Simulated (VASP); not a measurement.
# BiTe (R-3m) in VASP: a series of runs

The runs below take BiTe through single point, with LDA.

Everything below comes from runs of VASP 6.6.1. Logs are shortened: lines on timing, memory, paths and dates and some standing lists are left out, and cuts for length are marked.

### Step 1. The cell of the first run

It takes space group R-3m (No. 166, trigonal). Conventional cell: a = 4.700 Å, b = 4.700 Å, c = 10.250 Å, α = 90.00°, β = 90.00°, γ = 120.00°. Around Bi (site symmetry -3m) lie 6 Te at 3.21 Å. Around Te (site symmetry -3m) lie 6 Bi at 3.21 Å.

The cell comes from a database or a generator and needn't be the stable form of this composition.

### Step 2. Single point, LDA (strain -0.030 along x and y, +0.030 along z, atoms carried along)

INCAR

```
SYSTEM = BiTe
ALGO = Normal ; EDIFF = 1E-6
ENCUT = 520 ; ISIF = 2
ISMEAR = 0 ; LASPH = .True.
LCHARG = .False. ; LREAL = .False.
LWAVE = .False. ; NBANDS = 18
NELM = 80 ; PREC = Accurate
SIGMA = 0.15
```

KPOINTS

```
k-points
0
Gamma
  12 12 12
  0 0 0
```

POSCAR

```
BiTe
1.0
    2.3500265396      1.3567884553      3.4168107131
   -2.3500265396      1.3567884553      3.4168107131
    0.0000000000     -2.7135769105      3.4168107131
Bi Te
1 1
Direct
    0.5000000000      0.5000000000      0.5000000000
    0.0000000000      0.0000000000      0.0000000000
```

Potentials or basis: VASP PAW LDA potentials, release 64 (Bi_d, Te).

The run is started by

```bash
cat potpaw_LDA.64/Bi_d/POTCAR potpaw_LDA.64/Te/POTCAR > POTCAR
mpirun -np 1 vasp_std > vasp.out
```

OUTCAR:

```text
SYSTEM = BiTe
   EDIFF = 1E-6
   ENCUT = 520
   ISIF = 2
   ISMEAR = 0
   LASPH = .True.
   LREAL = .False.
   NELM = 80
   PREC = Accurate

 ion  position               nearest neighbor table
   1  0.500  0.500  0.500-   2 3.21   2 3.21   2 3.21   2 3.21   2 3.21   2 3.21
   2  0.000  0.000  0.000-   1 3.21   1 3.21   1 3.21   1 3.21   1 3.21   1 3.21

  LATTYP: Found a trigonal (rhomboedric) cell.
 ALAT       =     4.3632665628
 COS(alpha) =     0.4198343155

  Lattice vectors:

 A1 = (   2.3500265396,   1.3567884553,   3.4168107131)
 A2 = (  -2.3500265396,   1.3567884553,   3.4168107131)
 A3 = (   0.0000000000,  -2.7135769105,   3.4168107131)

Analysis of symmetry for initial positions (statically):
=====================================================================
 Subroutine PRICEL returns:
 Original cell was already a primitive cell.

 Routine SETGRP: Setting up the symmetry group for a
 trigonal (rhombohedral) supercell.

 Subroutine GETGRP returns: Found 12 space group operations
 (whereof 12 operations were pure point group operations)
 out of a pool of 12 trial point group operations.

The static configuration has the point symmetry D_3d.

Analysis of symmetry for dynamics (positions and initial velocities):
=====================================================================
 Subroutine PRICEL returns:
 Original cell was already a primitive cell.

 Routine SETGRP: Setting up the symmetry group for a
 trigonal (rhombohedral) supercell.

 Subroutine GETGRP returns: Found 12 space group operations
 (whereof 12 operations were pure point group operations)
 out of a pool of 12 trial point group operations.

The dynamic configuration has the point symmetry D_3d.

 Subroutine INISYM returns: Found 12 space group operations
 (whereof 12 operations are pure point group operations),
 and found     1 'primitive' translations

----------------------------------------------------------------------------------------

                                     Primitive cell

  volume of cell :      65.3668

  direct lattice vectors                    reciprocal lattice vectors
     2.350026540  1.356788455  3.416810713     0.212763555  0.122839096  0.097556863
    -2.350026540  1.356788455  3.416810713    -0.212763555  0.122839096  0.097556863
     0.000000000 -2.713576911  3.416810713     0.000000000 -0.245678191  0.097556863

  length of vectors
     4.363266563  4.363266563  4.363266563     0.264339015  0.264339015  0.264339015

  position of ions in fractional coordinates (direct lattice)
     0.500000000  0.500000000  0.500000000
     0.000000000  0.000000000  0.000000000

  ion indices of the primitive-cell ions
   primitive index   ion index
                 1           1
                 2           2

----------------------------------------------------------------------------------------

 KPOINTS: k-points

Automatic generation of k-mesh.
 Grid dimensions read from file:
 generate k-points for:   12   12   12

 Generating k-lattice:

  Cartesian coordinates                     Fractional coordinates (reciprocal lattice)
     0.017730296  0.010236591  0.008129739     0.083333333  0.000000000  0.000000000
    -0.017730296  0.010236591  0.008129739     0.000000000  0.083333333  0.000000000
     0.000000000 -0.020473183  0.008129739     0.000000000  0.000000000  0.083333333

  Length of vectors
     0.022028251  0.022028251  0.022028251

  Shift w.r.t. Gamma in fractional coordinates (k-lattice)
     0.000000000  0.000000000  0.000000000

 Subroutine IBZKPT returns following result:
 ===========================================

 Found    189 irreducible k-points:

 Following reciprocal coordinates:
            Coordinates               Weight
  0.000000  0.000000  0.000000      1.000000
  0.083333 -0.000000 -0.000000      6.000000
  0.166667 -0.000000 -0.000000      6.000000
  0.250000 -0.000000 -0.000000      6.000000
  0.333333 -0.000000 -0.000000      6.000000
  0.416667  0.000000 -0.000000      6.000000
[... 16 lines left out ...]
  0.500000  0.166667  0.000000     12.000000
 -0.416667  0.166667 -0.000000     12.000000
 [... further k-points ...]
   k-points           NKPTS =    189   k-points in BZ     NKDIM =    189   number of bands    NBANDS=     18
   number of dos      NEDOS =    301   number of ions     NIONS =      2
   total plane-waves  NPLWV =  32768
   dimension x,y,z NGX =    32 NGY =   32 NGZ =   32
   dimension x,y,z NGXF=    64 NGYF=   64 NGZF=   64
   ions per type =               1   1
   NGX,Y,Z   is equivalent  to a cutoff of  12.19, 12.19, 12.19 a.u.
   NGXF,Y,Z  is equivalent  to a cutoff of  24.38, 24.38, 24.38 a.u.
 SYSTEM =  BiTe
   PREC   = accura    normal or accurate (medium, high low for compatibility)
   ISTART =      0    job   : 0-new  1-cont  2-samecut
   ICHARG =      2    charge: 1-file 2-atom 10-const
   ISPIN  =      1    spin polarized calculation?
   LNONCOLLINEAR =      F non collinear calculations
   LSORBIT =      F    spin-orbit coupling
   LASPH  =      T    aspherical Exc in radial PAW
   ENCUT  =  520.0 eV  38.22 Ry    6.18 a.u.   8.11  8.11  8.11*2*pi/ulx,y,z
   NELM   =     80;   NELMIN=  2; NELMDL= -5     # of ELM steps
   EDIFF  = 0.1E-05   stopping-criterion for ELM
   LREAL  =      F    real-space projection
[... 7 lines left out ...]
   TEBEG  =    0.0;   TEEND  =   0.0 temperature during run
   PSTRESS=    0.0 pullay stress
   NELECT =      21.0000    total number of electrons
   NUPDOWN=      -1.0000    fix difference up-down
   EMIN   =  10.00;   EMAX   =-10.00  energy-range for DOS
   EFERMI =   0.00;   METHOD = LEGACY
   ISMEAR =     0;   SIGMA  =   0.15  broadening in eV -4-tet -1-fermi 0-gaus
   EFERMI_NEDOS =   21; number of points for ismear=-14 and -15
   IALGO  =     38    algorithm
   IMIX   =      4    mixing-type and parameters
     AMIX     =   0.40;   BMIX     =  1.00
     AMIX_MAG =   1.60;   BMIX_MAG =  1.00
  volume/ion in A,a.u.               =      32.68       220.56
  Fermi-wavevector in a.u.,A,eV,Ry     =   1.121232  2.118822 17.104723  1.257162
  Thomas-Fermi vector in A             =   2.257884
   LORBIT       =      0    0 simple, 1 ext, 2 COOP (PROOUT), +10 PAW based schemes
   GGA     = CA    functional components
   LHFCALC =     F    Hartree Fock is set to
   AEXX    =    0.0000 exact exchange contribution
   IVDW    =     0    specifies the selected vdW correction
   LEPSILON=     F    determine dielectric tensor
   LRPA    =     F    only Hartree local field effects (RPA)
 non-spin polarized calculation
 Gauss-broadening in eV      SIGMA  =   0.15
  energy-cutoff  :      520.00
  volume of cell :       65.37
 maximum number of plane-waves:      1794
   NGX = 17   NGY = 17   NGZ = 17

 number of electron      21.0000002 magnetization

 Free energy of the ion-electron system (eV)
  ---------------------------------------------------
  ext. energy  EPLUGINS =         0.00000000
  ---------------------------------------------------
  free energy    TOTEN  =        -8.52664711 eV

  energy without entropy =       -8.50944312  energy(sigma->0) =       -8.51804512

 E-fermi :   6.8711     XC(G=0):  -9.8392

 val. band max:        6.8701931600   @ k =  -0.3333   0.2500   0.1667
 cond. band min:       6.8771829199   @ k =  -0.1667   0.1667   0.0000
 fundamental gap:      0.0069897599
 Fermi energy:         6.8711406446

 k-point     1 :       0.0000    0.0000    0.0000
  band No.  band energies     occupation
      1     -16.2585      2.00000
      2     -16.2585      2.00000
      3     -16.2510      2.00000
      4     -16.2510      2.00000
      5     -16.2368      2.00000
      6      -6.8879      2.00000
[... 10 lines left out ...]
     17      13.1695      0.00000
     18      13.4748      0.00000

 k-point     2 :       0.0833   -0.0000   -0.0000
  band No.  band energies     occupation
      1     -16.2587      2.00000
      2     -16.2585      2.00000
      3     -16.2511      2.00000
      4     -16.2504      2.00000
      5     -16.2366      2.00000
      6      -6.8253      2.00000
[... 10 lines left out ...]
     17      13.5740      0.00000
     18      13.9208      0.00000

 k-point     3 :       0.1667   -0.0000   -0.0000
  band No.  band energies     occupation
      1     -16.2592      2.00000
      2     -16.2587      2.00000
      3     -16.2513      2.00000
      4     -16.2490      2.00000
      5     -16.2358      2.00000
      6      -6.6386      2.00000
[... 10 lines left out ...]
     17      14.5220      0.00000
     18      14.8327      0.00000

 k-point     4 :       0.2500   -0.0000   -0.0000
  band No.  band energies     occupation
      1     -16.2600      2.00000
      2     -16.2595      2.00000
      3     -16.2510      2.00000
      4     -16.2474      2.00000
      5     -16.2345      2.00000
      6      -6.3308      2.00000
[... 10 lines left out ...]
     17      15.5520      0.00000
     18      16.0502      0.00000

 k-point     5 :       0.3333   -0.0000   -0.0000
  band No.  band energies     occupation
      1     -16.2608      2.00000
      2     -16.2607      2.00000
      3     -16.2503      2.00000
      4     -16.2461      2.00000
      5     -16.2327      2.00000
      6      -5.9084      2.00000
[... 10 lines left out ...]
     17      15.9494      0.00000
     18      17.1286      0.00000

 k-point     6 :       0.4167    0.0000   -0.0000
  band No.  band energies     occupation
      1     -16.2618      2.00000
      2     -16.2614      2.00000
      3     -16.2496      2.00000
      4     -16.2454      2.00000
      5     -16.2312      2.00000
      6      -5.3842      2.00000
[... 307 lines left out ...]
 k-point    21 :       0.3333    0.1667    0.0000
  band No.  band energies     occupation
      1     -16.2647      2.00000
      2     -16.2580      2.00000
      3     -16.2506      2.00000
      4     -16.2436      2.00000
      5     -16.2331      2.00000
      6      -5.9863      2.00000
[... 10 lines left out ...]
     17      15.0011      0.00000
     18      15.7234      0.00000

 k-point    22 :       0.4167    0.1667   -0.0000
  band No.  band energies     occupation
      1     -16.2653      2.00000
      2     -16.2590      2.00000
      3     -16.2500      2.00000
      4     -16.2430      2.00000
      5     -16.2315      2.00000
      6      -5.5503      2.00000
[... 10 lines left out ...]
     17      16.1983      0.00000
     18      16.7703      0.00000

 k-point    23 :       0.5000    0.1667    0.0000
  band No.  band energies     occupation
      1     -16.2649      2.00000
      2     -16.2600      2.00000
      3     -16.2493      2.00000
      4     -16.2431      2.00000
      5     -16.2308      2.00000
      6      -5.0400      2.00000
[... 10 lines left out ...]
     17      16.4333      0.00000
     18      17.3816      0.00000

 k-point    24 :      -0.4167    0.1667   -0.0000
  band No.  band energies     occupation
      1     -16.2637      2.00000
      2     -16.2608      2.00000
      3     -16.2489      2.00000
      4     -16.2436      2.00000
      5     -16.2312      2.00000
      6      -4.8727      2.00000
[... 10 lines left out ...]
     17      16.0481      0.00000
     18      16.7571      0.00000

 [... further k-points ...]

------------------------ aborting loop because EDIFF is reached ----------------------------------------

  FORCE on cell =-STRESS in cart. coord.  units (eV):
  Direction    XX          YY          ZZ          XY          YZ          ZX
  --------------------------------------------------------------------------------------
  -------------------------------------------------------------------------------------
  Total       -0.5999204     -0.5999204     -0.7006430      0.0000000     -0.0000000      0.0000000
  in kB      -14.7043932    -14.7043932    -17.1731642      0.0000000     -0.0000000      0.0000000
  external PRESSURE =     -15.5273169 kB  Pullay stress =       0.0000000 kB

 VOLUME and BASIS-vectors are now :
 -----------------------------------------------------------------------------
  energy-cutoff  :      520.00
  volume of cell :       65.37
      direct lattice vectors                 reciprocal lattice vectors
     2.350026540  1.356788455  3.416810713     0.212763555  0.122839096  0.097556863
    -2.350026540  1.356788455  3.416810713    -0.212763555  0.122839096  0.097556863
     0.000000000 -2.713576911  3.416810713     0.000000000 -0.245678191  0.097556863

 POSITION                                       TOTAL-FORCE (eV/Angst)
 -----------------------------------------------------------------------------------
      0.00000      0.00000      5.12522        -0.000000     -0.000000     -0.000000
      0.00000      0.00000      0.00000         0.000000      0.000000      0.000000
 -----------------------------------------------------------------------------------
    total drift:                               -0.000000      0.000000     -0.000000

  FREE ENERGIE OF THE ION-ELECTRON SYSTEM (eV)
  ---------------------------------------------------
  free  energy   TOTEN  =        -8.5266471139 eV

  energy  without entropy=       -8.5094431180  energy(sigma->0) =       -8.51804512
```

It took 2.7 min on 1 thread of AMD EPYC 7R43 (Zen 3), shared host; peak memory 0.27 GiB.

What came out:

```
Free energy            : -8.5266 eV
Pressure               : -1.6 GPa
Band gap on the k mesh : none (metal or under the smearing width)
```

Stress tensor (GPa, compression positive):
```
-1.47  0.00  0.00
 0.00 -1.47  0.00
 0.00  0.00 -1.72
```

Levels at points of the mesh, in eV from the Fermi level:
| k point | band 6 | band 7 | band 8 | band 9 | band 10 | band 11 | band 12 | band 13 | band 14 | band 15 |
| --- | --- | --- | --- | --- | --- | --- | --- | --- | --- | --- |
| (0.00, 0.00, 0.00) | -13.76 | -8.13 | -2.92 | -2.92 | -1.95 | 1.97 | 2.39 | 2.39 | 4.20 | 4.20 |
| (0.50, 0.00, 0.00) | -11.76 | -11.46 | -1.96 | -1.84 | -1.24 | -0.95 | -0.71 | -0.06 | 7.01 | 7.02 |
| (0.50, 0.50, 0.00) | -11.88 | -10.00 | -5.86 | -4.51 | -3.71 | 2.19 | 3.40 | 3.75 | 4.95 | 8.52 |
| (0.50, 0.50, 0.50) | -11.52 | -11.17 | -2.29 | -2.29 | -2.05 | -1.41 | -1.15 | -1.15 | 7.78 | 8.33 |

Caveat: spin-orbit coupling is left out, which moves the levels of the heavy elements.

### Step 3. Single point, LDA (strain -0.030 along x and y, +0.000 along z, atoms carried along)

INCAR

```
SYSTEM = BiTe
PREC = Accurate
ENCUT = 520
EDIFF = 1E-7
ISMEAR = 0
SIGMA = 0.15
LREAL = .False.
LASPH = .True.
NELM = 80
ALGO = Normal
ISIF = 2
LWAVE = .False.
LCHARG = .True.
LELF = .True.
LVHAR = .True.
NBANDS = 18
```

KPOINTS

```
Automatic mesh
0
Gamma
  12 12 12
  0 0 0
```

POSCAR

```
BiTe
1.0
    2.3500265396      1.3567884553      3.3172919545
   -2.3500265396      1.3567884553      3.3172919545
    0.0000000000     -2.7135769105      3.3172919545
Bi Te
1 1
Direct
    0.5000000000      0.5000000000      0.5000000000
    0.0000000000      0.0000000000      0.0000000000
```

Potentials or basis: VASP PAW LDA potentials, release 64 (Bi_d, Te).

The run is started by

```bash
cat potpaw_LDA.64/Bi_d/POTCAR potpaw_LDA.64/Te/POTCAR > POTCAR
mpirun -np 1 vasp_std > vasp.out
```

Run time: 3.1 min. Hardware: 1 thread of AMD EPYC 7R43 (Zen 3), shared host; peak memory 0.28 GiB.

It converged, with:

- Free energy: -8.5409 eV
- Pressure: -0.2 GPa
- Band gap on the k mesh: none (metal or under the smearing width)

Stress tensor (GPa, compression positive):
```
 0.05  0.00  0.00
 0.00  0.05  0.00
 0.00  0.00 -0.74
```

Levels at points of the mesh, in eV from the Fermi level:
```tsv
k point	band 6	band 7	band 8	band 9	band 10	band 11	band 12	band 13	band 14	band 15
(0.00, 0.00, 0.00)	-13.96	-8.06	-3.06	-3.06	-1.85	2.00	2.53	2.53	4.05	4.05
(0.50, 0.00, 0.00)	-11.89	-11.59	-1.99	-1.88	-1.11	-1.01	-0.75	0.12	6.86	6.97
(0.50, 0.50, 0.00)	-11.98	-10.01	-6.05	-4.74	-3.69	2.14	3.41	3.85	5.06	8.48
(0.50, 0.50, 0.50)	-11.56	-11.20	-2.43	-2.43	-2.19	-1.58	-1.33	-1.33	8.00	8.58
```

Caveat: spin-orbit coupling is left out, which moves the levels of the heavy elements.

### Step 4. Single point, LDA (strain -0.030 along x and y, -0.030 along z, atoms carried along)

INCAR

```
  PREC = Accurate
  ENCUT = 520
  EDIFF = 1E-6
  ISMEAR = 0
  SIGMA = 0.15
  LREAL = F
  LASPH = T
  NELM = 60
  ALGO = Normal
  ISIF = 2
  LWAVE = F
  LCHARG = F
  NBANDS = 18
```

KPOINTS

```
Automatic mesh
0
Gamma
  12 12 12
```

POSCAR

```
BiTe
1.0
    2.3500265396      1.3567884553      3.2177731959
   -2.3500265396      1.3567884553      3.2177731959
    0.0000000000     -2.7135769105      3.2177731959
Bi Te
1 1
Direct
    0.5000000000      0.5000000000      0.5000000000
    0.0000000000      0.0000000000      0.0000000000
```

The run is started by

```bash
cat potpaw_LDA.64/Bi_d/POTCAR potpaw_LDA.64/Te/POTCAR > POTCAR
mpirun -np 1 vasp_std > vasp.out
```

It took 2 min on 1 thread of AMD EPYC 7R43 (Zen 3), shared host; peak memory 0.28 GiB.

It converged, with:

```yaml
Free_energy: -8.5414 eV
Pressure: 1.3 GPa
Band_gap_on_the_k_mesh: none (metal or under the smearing width)
```

Stress tensor (GPa, compression positive):
```
1.58 0.00 0.00
0.00 1.58 0.00
0.00 0.00 0.63
```

Levels at points of the mesh, in eV from the Fermi level:
| k point | band 8 | band 9 | band 10 | band 11 | band 12 | band 13 |
| --- | --- | --- | --- | --- | --- | --- |
| (0.00, 0.00, 0.00) | -3.19 | -3.19 | -1.74 | 2.06 | 2.70 | 2.70 |
| (0.50, 0.00, 0.00) | -2.00 | -1.90 | -1.05 | -0.94 | -0.76 | 0.34 |
| (0.50, 0.50, 0.00) | -6.23 | -4.96 | -3.64 | 2.11 | 3.41 | 3.96 |
| (0.50, 0.50, 0.50) | -2.57 | -2.57 | -2.33 | -1.75 | -1.49 | -1.49 |

Caveat: spin-orbit coupling is left out, which moves the levels of the heavy elements.

### Step 5. Overview

```tsv
cell	gap on the mesh (eV)	pressure (GPa)
strain -0.030 along x and y, +0.030 along z, atoms carried along	none	-1.6
strain -0.030 along x and y, +0.000 along z, atoms carried along	none	-0.2
strain -0.030 along x and y, -0.030 along z, atoms carried along	none	1.3
```

Alike in all rows: task single point; level LDA; potentials or basis VASP PAW LDA potentials, release 64 (Bi_d, Te); no spin polarisation; k mesh 12 × 12 × 12; cutoff (eV) 520; smearing gaussian 0.15 eV.

Caveats: spin-orbit coupling is left out, which moves the levels of the heavy elements.

Total energies depend on the potentials used, so only differences within one code and one set of settings carry meaning.
